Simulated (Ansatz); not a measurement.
**PbSe, before and after**

A trial structure of PbSe was built thus: ordered vacancies on the anion sites of fluorite (F-43m, No. 216) (occupants of the shared sites, in ratio, Se: 1, vacant: 1). The dimensions are guesses.

start.cif

```cif
data_structure
_symmetry_space_group_name_H-M 'P 1'
_symmetry_Int_Tables_number 1
_cell_length_a 4.9970
_cell_length_b 4.9970
_cell_length_c 4.9970
_cell_angle_alpha 60.000
_cell_angle_beta 60.000
_cell_angle_gamma 60.000
_cell_volume 88.23
loop_
_atom_site_label
_atom_site_type_symbol
_atom_site_fract_x
_atom_site_fract_y
_atom_site_fract_z
_atom_site_occupancy
Pb1 Pb 0.00000 0.00000 0.00000 1
Se1 Se 0.75000 0.75000 0.75000 1
```

The calculation used DFT PBE, scalar-relativistic, plane waves, PAW in Ansatz 0.2.0. Cutoff 420 eV, Gaussian smearing, Γ-centred meshes. Cell and atoms relax on a converged mesh. The steps can't lower the symmetry of their start. No spin polarisation.

end.cif

```cif
data_structure
_symmetry_space_group_name_H-M 'P 1'
_symmetry_Int_Tables_number 1
_cell_length_a 4.8795
_cell_length_b 4.8795
_cell_length_c 4.8795
_cell_angle_alpha 60.000
_cell_angle_beta 60.000
_cell_angle_gamma 60.000
_cell_volume 82.15
loop_
_atom_site_label
_atom_site_type_symbol
_atom_site_fract_x
_atom_site_fract_y
_atom_site_fract_z
_atom_site_occupancy
Pb1 Pb 0.00000 0.00000 0.00000 1
Se1 Se 0.25000 0.25000 0.25000 1
```

The symmetry stays F-43m (No. 216). The end has the zinc blende type. The volume per atom shrinks by 6.9 %, from 44.1 to 41.1 Å³. The shortest distance goes from 3.06 Å (Pb–Se) to 2.99 Å (Pb–Se). The end is written in a standard setting, so origin, axes and order of atoms can differ from the start's.

```json
{
  "Volume per atom": "41.08 Å³",
  "Density": "5.78 g/cm³",
  "Energy over the elements": "−0.385 eV/atom",
  "Gap on the 8×8×8 mesh of the 2-atom cell": "0.67 eV"
}
```

Energies over the elements count from the elements' standard structures at the same level, with no fitted energy shifts. Whether it is stable depends on the other phases of the system, which aren't compared here.

The last run used Gaussian smearing of 0.02 eV. Spin–orbit coupling, which can matter for Pb, is left out. Kohn–Sham gaps at this level usually fall short of measured ones. The missing spin–orbit coupling can work the other way here. The reference form of Se is held partly by dispersion forces, which this level lacks. Symmetry constrained the relaxation, so the result can be a saddle point. In all, the 3 runs took 34 s on 1 thread of Arm Neoverse V1, on a shared host.
